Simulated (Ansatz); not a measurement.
Runs of Ansatz 0.2.0 on AlNi. It takes space group Pm-3m (No. 221, cubic). Conventional cell: a = 2.881 Å, b = 2.881 Å, c = 2.881 Å, α = 90.00°, β = 90.00°, γ = 90.00°. Around Ni (site symmetry m-3m) lie 8 Al at 2.50 Å. Al (site symmetry m-3m) has 8 Ni at 2.50 Å as nearest neighbours. 

| task | level | U | cell | cutoff (eV) | gap on the mesh (eV) | pressure (GPa) | moment (μB) | relaxed volume (Å³/atom) |
| --- | --- | --- | --- | --- | --- | --- | --- | --- |
| band structure | PBE | - | as given | 255 | - | (b) | 0.00 | - |
| relaxation of cell and atoms | BLYP+D4 | - | relaxed | - | - | 0.0 | 0.00 | (a) |
| relaxation of cell and atoms | BLYP+D3(BJ) | - | relaxed | - | - | 0.0 | 0.00 | 11.39 |
| relaxation of cell and atoms | BLYP | - | relaxed | - | - | 0.0 | 0.00 | 12.46 |
| band structure | revPBE | - | as given | 255 | - | 4.8 | 0.00 | - |
| relaxation of cell and atoms | PBEsol+D3(BJ) | - | relaxed | - | - | 0.0 | 0.00 | (c) |
| density of states | PBEsol+U | Ni d U = 4 eV | as given | 255 | none | -4.4 | 0.00 | - |
| density of states | PBEsol+U | Ni d U = 2 eV | as given | 255 | none | -4.0 | 0.00 | - |

Alike in all rows: potentials or basis all-electron LAPW, scalar-relativistic; spin collinear, ferromagnetic start; k mesh 9 × 9 × 9; smearing fermi-dirac 0.05 eV; basis error allowed 0.001 eV/atom.

Q: Estimate the missing entries.

A: (a) 11.61; (b) 1.9; (c) 11.34.

Caveats: the magnetic state may not be the lowest (some runs); U is the effective U less J, on atomic orbitals that reach past the spheres (some runs); the U is typed as a test and isn't derived for this compound (some runs).

A k mesh can miss the band edges.

A gap of «none» marks a metal or a gap under the smearing width.

Not every run made on this cell is shown here.
